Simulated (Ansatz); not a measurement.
## Pd: equation of state with PBE

Crystal: Pd.

```xyz
1
Lattice="0.0000 1.9465 1.9465 1.9465 0.0000 1.9465 1.9465 1.9465 0.0000" Properties=species:S:1:pos:R:3 pbc="T T T"
Pd    0.0000    0.0000    0.0000
```

- Program: Ansatz 0.2.0
- Task: equation of state
- Functional: PBE
- Potentials or basis: Ansatz PAW earlier set
- Cutoff: 720 eV
- Density cutoff: 2880 eV
- k mesh: 12 × 12 × 12
- Occupations: fermi-dirac, width 0.05 eV
- Spin: no spin polarisation

```json
{
 "Equilibrium volume": "15.30 Å³/atom",
 "Bulk modulus": "168 GPa",
 "Pressure derivative of the bulk modulus": "5.5"
}
```

Energy against volume, from the lowest point:
```csv
volume (Å³/atom),energy (meV/atom)
13.865,87.81
14.160,53.01
14.455,27.92
14.750,11.37
15.045,2.35
15.340,0.00
15.635,3.55
```

All runs of the series together: 5.6 s on 2 threads of Arm Neoverse V2, with other jobs on the host.

PBE usually gives volumes a little too large and moduli too small. Zero-point motion and thermal expansion aren't in these numbers.
